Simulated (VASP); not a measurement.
# CaF2 (Fm-3m) in VASP: a series of runs

Runs on CaF2. Level: PBE. Tasks: single point, relaxation of cell and atoms.

All numbers are computed with VASP 6.6.1; they aren't measurements. Logs are shortened: lines on timing, memory, paths and dates and some standing lists are left out, and cuts for length are marked.

### Step 1. The crystal as given

The structure is cubic, space group Fm-3m (No. 225). Conventional cell: a = 5.512 Å, b = 5.512 Å, c = 5.512 Å, α = 90.00°, β = 90.00°, γ = 90.00°. Ca (site symmetry m-3m) is surrounded by 8 F at 2.39 Å. F (site symmetry -43m) has 4 Ca at 2.39 Å as nearest neighbours.

The cell comes from a database or a generator and needn't be the stable form of this composition.

### Step 2. Single point, PBE

Input file INCAR:

```
PREC = Accurate
ENCUT = 520
EDIFF = 1E-6
ISMEAR = 0
SIGMA = 0.01
LREAL = Auto
LASPH = True
NELM = 100
ALGO = Fast
ISIF = 2
LWAVE = False
LCHARG = False
GGA = PE
NBANDS = 216
```

Input file KPOINTS:

```
Automatic mesh
0
Gamma
  2 2 2
  0.5 0.5 0.5
```

Input file POSCAR:

```
Ca15F32
1.0
    5.5117620964     -5.5117620964     -5.5117620964
   -5.5117620964     -5.5117620964      5.5117620964
   -5.5117620964      5.5117620964     -5.5117620964
Ca F
15 32
Direct
    0.2500000000      0.9984105614      0.7515894386
    0.2500000000      0.2500000000      0.5000000000
    0.0015894386      0.7500000000      0.2484105614
    0.2500000000      0.5015894386      0.2484105614
    1.0015894386      0.9984105614      1.0000000000
    0.0015894386      0.2531788772      0.7515894386
    0.7500000000      0.7500000000      0.5000000000
    0.0015894386      0.5015894386      0.5031788772
    0.7468211228      0.9984105614      0.2484105614
    0.7500000000      0.2500000000      0.0000000000
    0.4984105614      0.7500000000      0.7515894386
    0.7531788772      0.5015894386      0.7515894386
    0.4984105614      0.9984105614      0.4968211228
    0.4984105614      0.2468211228      0.2484105614
    0.4984105614      0.5015894386      0.0000000000
    0.0004902258      0.2479933233      0.4979933233
   -0.0024969025      0.4975030975      0.2495097742
   -0.0200865136      0.7500000000      0.0000000000
    0.7479933233      0.2479933233      0.7504902258
   -0.0024969025     -0.0004902258      0.7475030975
    0.7479933233      0.5004902258      0.4979933233
    0.7520066767      0.7500000000      0.2524969025
    0.5024969025      0.2520066767      0.0000000000
    0.7520066767      0.0024969025      0.0000000000
    0.4995097742      0.4975030975      0.7475030975
    0.5024969025      0.7500000000      0.5020066767
    0.2500000000      0.2520066767      0.2524969025
    0.5200865136      0.0200865136      0.2700865136
    0.2500000000      0.4799134864      0.0000000000
    0.2500000000      0.7500000000      0.7299134864
    0.2500000000      0.0024969025      0.5020066767
    0.5200865136      0.7500000000      0.0000000000
    0.5024969025      0.0024969025      0.7504902258
    0.4995097742      0.2520066767      0.5020066767
    0.2500000000      0.7500000000      0.2700865136
    0.5024969025      0.5004902258      0.2524969025
    0.2500000000      0.0200865136      0.0000000000
    0.2500000000      0.2479933233      0.7475030975
   -0.0024969025      0.7500000000      0.4979933233
    0.2500000000      0.4975030975      0.4979933233
    0.0004902258      0.0024969025      0.2524969025
   -0.0024969025      0.2479933233      0.0000000000
    0.7479933233      0.7500000000      0.7475030975
   -0.0200865136      0.4799134864      0.7299134864
    0.7520066767     -0.0004902258      0.5020066767
    0.7520066767      0.2520066767      0.2495097742
    0.7479933233      0.4975030975      0.0000000000
```

Potentials or basis: VASP PAW PBE potentials, release 64 (Ca_sv, F).

The run is started by

```console
$ cat potpaw_PBE.64/Ca_sv/POTCAR potpaw_PBE.64/F/POTCAR > POTCAR
$ mpirun -np 1 vasp_std > vasp.out
```

OUTCAR:

```text
PREC = Accurate
   ENCUT = 520
   EDIFF = 1E-6
   ISMEAR = 0
   LREAL = Auto
   LASPH = True
   NELM = 100
   ISIF = 2
   GGA = PE

 ion  position               nearest neighbor table
   1  0.250  0.998  0.752-  30 2.31  37 2.31  31 2.40  38 2.40  23 2.40  33 2.40  39 2.40  20 2.40

   2  0.250  0.250  0.500-  16 2.37  25 2.37  27 2.37  31 2.37  34 2.37  38 2.37  40 2.37  41 2.37

   3  0.002  0.750  0.248-  18 2.31  35 2.31  22 2.40  39 2.40  31 2.40  47 2.40  41 2.40  17 2.40

   4  0.250  0.502  0.248-  29 2.31  35 2.31  27 2.40  40 2.40  17 2.40  26 2.40  42 2.40  36 2.40

   5  0.002  0.998  0.000-  18 2.31  37 2.31  24 2.40  42 2.40  41 2.40  27 2.40  43 2.40  20 2.40

   6  0.002  0.253  0.752-  29 2.31  44 2.31  45 2.40  20 2.40  38 2.40  42 2.40  16 2.40  19 2.40
[... 34 lines left out ...]
  31  0.250  0.002  0.502-   2 2.37   1 2.40   3 2.40  13 2.40
  32  0.520  0.750  0.000-   9 2.31  11 2.31  15 2.31
  33  0.502  0.002  0.750-  10 2.37  13 2.40   1 2.40  11 2.40
  34  0.500  0.252  0.502-   2 2.37  12 2.40  14 2.40  13 2.40
  35  0.250  0.750  0.270-   3 2.31   4 2.31  13 2.31
  36  0.502  0.500  0.252-   7 2.37  14 2.40   4 2.40  15 2.40
  37  0.250  0.020  0.000-   1 2.31   5 2.31  14 2.31
  38  0.250  0.248  0.748-   2 2.37   1 2.40   6 2.40  15 2.40
  39  0.998  0.750  0.498-   7 2.37   3 2.40   8 2.40   1 2.40
  40  0.250  0.498  0.498-   2 2.37   4 2.40   8 2.40  11 2.40
  41  0.000  0.002  0.252-   2 2.37   9 2.40   5 2.40   3 2.40
  42  0.998  0.248  0.000-  10 2.37   5 2.40   6 2.40   4 2.40
  43  0.748  0.750  0.748-   7 2.37  11 2.40  12 2.40   5 2.40
  44  0.980  0.480  0.730-   6 2.31   8 2.31  12 2.31
  45  0.752  1.000  0.502-   7 2.37   6 2.40   9 2.40  13 2.40
  46  0.752  0.252  0.250-  10 2.37   8 2.40  14 2.40   9 2.40
  47  0.748  0.498  0.000-  10 2.37  15 2.40  12 2.40   3 2.40

  LATTYP: Found a body centered cubic cell.
 ALAT       =    11.0235241928

  Lattice vectors:

 A1 = (   5.5117620964,  -5.5117620964,  -5.5117620964)
 A2 = (  -5.5117620964,  -5.5117620964,   5.5117620964)
 A3 = (  -5.5117620964,   5.5117620964,  -5.5117620964)

Analysis of symmetry for initial positions (statically):
=====================================================================
 Subroutine PRICEL returns:
 Original cell was already a primitive cell.

 Routine SETGRP: Setting up the symmetry group for a
 body centered cubic supercell.

 Subroutine GETGRP returns: Found 48 space group operations
 (whereof  4 operations were pure point group operations)
 out of a pool of 48 trial point group operations.

The static configuration has the point symmetry C_2v.
 The point group associated with its full space group is O_h .

Analysis of symmetry for dynamics (positions and initial velocities):
=====================================================================
 Subroutine PRICEL returns:
 Original cell was already a primitive cell.

 Routine SETGRP: Setting up the symmetry group for a
 body centered cubic supercell.

 Subroutine GETGRP returns: Found 48 space group operations
 (whereof  4 operations were pure point group operations)
 out of a pool of 48 trial point group operations.

The dynamic configuration has the point symmetry C_2v.
 The point group associated with its full space group is O_h .

 Subroutine INISYM returns: Found 48 space group operations
 (whereof  4 operations are pure point group operations),
 and found     1 'primitive' translations

----------------------------------------------------------------------------------------

                                     Primitive cell

  volume of cell :     669.7788

  direct lattice vectors                    reciprocal lattice vectors
     5.511762096 -5.511762096 -5.511762096     0.000000000 -0.090715091 -0.090715091
    -5.511762096 -5.511762096  5.511762096    -0.090715091 -0.090715091  0.000000000
    -5.511762096  5.511762096 -5.511762096    -0.090715091  0.000000000 -0.090715091

  length of vectors
     9.546651990  9.546651990  9.546651990     0.128290512  0.128290512  0.128290512

  position of ions in fractional coordinates (direct lattice)
     0.250000000  0.998410561  0.751589439
     0.250000000  0.250000000  0.500000000
     0.001589439  0.750000000  0.248410561
     0.250000000  0.501589439  0.248410561
     0.001589439  0.998410561  0.000000000
     0.001589439  0.253178877  0.751589439
[... 39 lines left out ...]
     0.752006677  0.252006677  0.249509774
     0.747993323  0.497503098  0.000000000

  ion indices of the primitive-cell ions
   primitive index   ion index
                 1           1
                 2           2
                 3           3
                 4           4
                 5           5
                 6           6
[... 39 lines left out ...]
                46          46
                47          47

----------------------------------------------------------------------------------------

 KPOINTS: Automatic mesh

Automatic generation of k-mesh.
 Grid dimensions read from file:
 generate k-points for:    2    2    2

 Generating k-lattice:

  Cartesian coordinates                     Fractional coordinates (reciprocal lattice)
     0.000000000 -0.045357545 -0.045357545     0.500000000  0.000000000  0.000000000
    -0.045357545 -0.045357545  0.000000000     0.000000000  0.500000000  0.000000000
    -0.045357545  0.000000000 -0.045357545     0.000000000  0.000000000  0.500000000

  Length of vectors
     0.064145256  0.064145256  0.064145256

  Shift w.r.t. Gamma in fractional coordinates (k-lattice)
     0.500000000  0.500000000  0.500000000

 Subroutine IBZKPT returns following result:
 ===========================================

 Found      2 irreducible k-points:

 Following reciprocal coordinates:
            Coordinates               Weight
  0.250000  0.250000  0.250000      2.000000
 -0.250000  0.250000  0.250000      6.000000
   k-points           NKPTS =      2   k-points in BZ     NKDIM =      2   number of bands    NBANDS=    216
   number of dos      NEDOS =    301   number of ions     NIONS =     47
   total plane-waves  NPLWV = 373248
   dimension x,y,z NGX =    72 NGY =   72 NGZ =   72
   dimension x,y,z NGXF=   144 NGYF=  144 NGZF=  144
   ions per type =              15  32
   NGX,Y,Z   is equivalent  to a cutoff of  12.54, 12.54, 12.54 a.u.
   NGXF,Y,Z  is equivalent  to a cutoff of  25.08, 25.08, 25.08 a.u.
 SYSTEM =  unknown system
   PREC   = accura    normal or accurate (medium, high low for compatibility)
   ISTART =      0    job   : 0-new  1-cont  2-samecut
   ICHARG =      2    charge: 1-file 2-atom 10-const
   ISPIN  =      1    spin polarized calculation?
   LNONCOLLINEAR =      F non collinear calculations
   LSORBIT =      F    spin-orbit coupling
   LASPH  =      T    aspherical Exc in radial PAW
   ENCUT  =  520.0 eV  38.22 Ry    6.18 a.u.  17.75 17.75 17.75*2*pi/ulx,y,z
   NELM   =    100;   NELMIN=  2; NELMDL= -5     # of ELM steps
   EDIFF  = 0.1E-05   stopping-criterion for ELM
   LREAL  =      T    real-space projection
   EDIFFG = 0.1E-04   stopping-criterion for IOM
   NSW    =      0    number of steps for IOM
   IBRION =     -1    ionic relax: 0-MD 1-quasi-New 2-CG
   NFREE  =      0    steps in history (QN), initial steepest desc. (CG)
   ISIF   =      2    stress and relaxation
   ISYM   =      2    0-nonsym 1-usesym 2-fastsym
   POTIM  = 0.5000    time-step for ionic-motion
   TEBEG  =    0.0;   TEEND  =   0.0 temperature during run
   PSTRESS=    0.0 pullay stress
   NELECT =     374.0000    total number of electrons
   NUPDOWN=      -1.0000    fix difference up-down
   EMIN   =  10.00;   EMAX   =-10.00  energy-range for DOS
   EFERMI =   0.00;   METHOD = LEGACY
   ISMEAR =     0;   SIGMA  =   0.01  broadening in eV -4-tet -1-fermi 0-gaus
   EFERMI_NEDOS =   21; number of points for ismear=-14 and -15
   IALGO  =     68    algorithm
   IMIX   =      4    mixing-type and parameters
     AMIX     =   0.40;   BMIX     =  1.00
     AMIX_MAG =   1.60;   BMIX_MAG =  1.00
  volume/ion in A,a.u.               =      14.25        96.17
  Fermi-wavevector in a.u.,A,eV,Ry     =   1.348098  2.547536 24.726808  1.817369
  Thomas-Fermi vector in A             =   2.475795
   LORBIT       =      0    0 simple, 1 ext, 2 COOP (PROOUT), +10 PAW based schemes
   GGA     = PE    functional components
   LHFCALC =     F    Hartree Fock is set to
   AEXX    =    0.0000 exact exchange contribution
   IVDW    =     0    specifies the selected vdW correction
   LEPSILON=     F    determine dielectric tensor
   LRPA    =     F    only Hartree local field effects (RPA)
 non-spin polarized calculation
 RMM-DIIS sequential band-by-band and
 Gauss-broadening in eV      SIGMA  =   0.01
  energy-cutoff  :      520.00
  volume of cell :      669.78
 maximum number of plane-waves:     18000
 NGX is ok and might be reduce to    70
   NGX = 35   NGY = 35   NGZ = 35

 number of electron     374.0000092 magnetization

 Free energy of the ion-electron system (eV)
  ---------------------------------------------------
  ext. energy  EPLUGINS =         0.00000000
  ---------------------------------------------------
  free energy    TOTEN  =      -261.99398269 eV

  energy without entropy =     -261.98891470  energy(sigma->0) =     -261.99144870

 E-fermi :  -1.5843     XC(G=0):  -9.3057

 val. band max:       -1.5893398656   @ k =  -0.2500   0.2500   0.2500
 cond. band min:      -1.4862509171   @ k =  -0.2500   0.2500   0.2500
 fundamental gap:      0.1030889485
 Fermi energy:        -1.5843412463

 k-point     1 :       0.2500    0.2500    0.2500
  band No.  band energies     occupation
      1     -37.5973      2.00000
      2     -37.5973      2.00000
      3     -37.5973      2.00000
      4     -37.5653      2.00000
      5     -37.5617      2.00000
      6     -37.5617      2.00000
[... 191 lines left out ...]
    198       7.1704      0.00000
    199       7.2242      0.00000

 k-point     2 :      -0.2500    0.2500    0.2500
  band No.  band energies     occupation
      1     -37.6000      2.00000
      2     -37.5963      2.00000
      3     -37.5956      2.00000
      4     -37.5662      2.00000
      5     -37.5613      2.00000
      6     -37.5613      2.00000
[... 191 lines left out ...]
    198       7.2518      0.00000
    199       7.3231      0.00000
 [bands above 199 left out]

------------------------ aborting loop because EDIFF is reached ----------------------------------------

  FORCE on cell =-STRESS in cart. coord.  units (eV):
  Direction    XX          YY          ZZ          XY          YZ          ZX
  --------------------------------------------------------------------------------------
  -------------------------------------------------------------------------------------
  Total        4.3088878      4.3088878      4.3088878      0.0000000     -0.0000000      0.0000000
  in kB       10.3072873     10.3072873     10.3072873      0.0000000     -0.0000000      0.0000000
  external PRESSURE =      10.3072873 kB  Pullay stress =       0.0000000 kB

 VOLUME and BASIS-vectors are now :
 -----------------------------------------------------------------------------
  energy-cutoff  :      520.00
  volume of cell :      669.78
      direct lattice vectors                 reciprocal lattice vectors
     5.511762096 -5.511762096 -5.511762096     0.000000000 -0.090715091 -0.090715091
    -5.511762096 -5.511762096  5.511762096    -0.090715091 -0.090715091  0.000000000
    -5.511762096  5.511762096 -5.511762096    -0.090715091  0.000000000 -0.090715091

 POSITION                                       TOTAL-FORCE (eV/Angst)
 -----------------------------------------------------------------------------------
     -8.26764     -2.73836     -0.01752        -0.000000     -0.002444      0.002444
     -2.75588      0.00000     -2.75588        -0.000000      0.000000      0.000000
     -5.49424     -2.77340      2.75588        -0.002444      0.002444      0.000000
     -2.75588     -2.77340      0.01752        -0.000000      0.002444     -0.002444
     -5.49424     -5.51176      5.49424        -0.002444      0.000000      0.002444
     -5.52928      2.73836     -2.75588         0.002444      0.002444      0.000000
[... 39 lines left out ...]
      1.38064     -4.15864     -4.13112        -0.005295      0.002840     -0.005295
      1.38064     -6.86488     -1.38064        -0.005295     -0.002840      0.005295
 -----------------------------------------------------------------------------------
    total drift:                                0.000000      0.000000     -0.000000

  FREE ENERGIE OF THE ION-ELECTRON SYSTEM (eV)
  ---------------------------------------------------
  free  energy   TOTEN  =      -261.9939826933 eV

  energy  without entropy=     -261.9889146979  energy(sigma->0) =     -261.99144870
```

It took 19 min on 1 thread of Intel Xeon Platinum 8488C (Sapphire Rapids), shared host; peak memory 0.83 GiB.

Results:

* Free energy: -261.9940 eV
* Pressure: 1.0 GPa
* Largest force: 0.018 eV/Å
* Band gap on the k mesh: none (metal or under the smearing width)

Forces in eV/Å, atoms in the order of the input:
```
Ca   0.000 -0.002  0.002
Ca   0.000  0.000  0.000
Ca  -0.002  0.002  0.000
Ca   0.000  0.002 -0.002
Ca  -0.002  0.000  0.002
Ca   0.002  0.002  0.000
Ca   0.000  0.000  0.000
Ca   0.002  0.000  0.002
Ca   0.000 -0.002 -0.002
Ca   0.000  0.000  0.000
Ca   0.002 -0.002  0.000
Ca   0.000  0.002  0.002
Ca  -0.002  0.000 -0.002
Ca  -0.002 -0.002  0.000
Ca   0.002  0.000 -0.002
F   -0.003  0.005  0.005
F   -0.005 -0.003 -0.005
F    0.010 -0.010 -0.010
F    0.005 -0.003  0.005
F   -0.005 -0.005 -0.003
F    0.005  0.005 -0.003
F    0.005 -0.005  0.003
F   -0.005  0.003  0.005
F    0.005  0.003 -0.005
F   -0.003 -0.005 -0.005
F   -0.005  0.005  0.003
F    0.003 -0.005  0.005
F    0.010  0.010  0.010
F   -0.010 -0.010  0.010
F   -0.010  0.010 -0.010
F    0.003  0.005 -0.005
F   -0.010  0.010  0.010
F    0.005  0.003  0.005
F    0.003 -0.005 -0.005
F    0.010 -0.010  0.010
F    0.005  0.005  0.003
F    0.010  0.010 -0.010
F   -0.003  0.005 -0.005
F    0.005 -0.005 -0.003
F   -0.003 -0.005  0.005
F    0.003  0.005  0.005
F    0.005 -0.003 -0.005
F   -0.005  0.005 -0.003
F   -0.010 -0.010 -0.010
F   -0.005 -0.005  0.003
F   -0.005  0.003 -0.005
F   -0.005 -0.003  0.005
```

Levels at points of the mesh, in eV from the Fermi level:
| k point | band 184 | band 185 | band 186 | band 187 | band 188 | band 189 | band 190 | band 191 |
| --- | --- | --- | --- | --- | --- | --- | --- | --- |
| (0.25, 0.25, 0.25) | -0.26 | -0.14 | -0.14 | -0.14 | -0.11 | 8.56 | 8.56 | 8.56 |

Caveat: the k mesh is coarse (spacing up to 0.40 Å⁻¹), so the values aren't converged.

(Continued in part 2 of 3.)
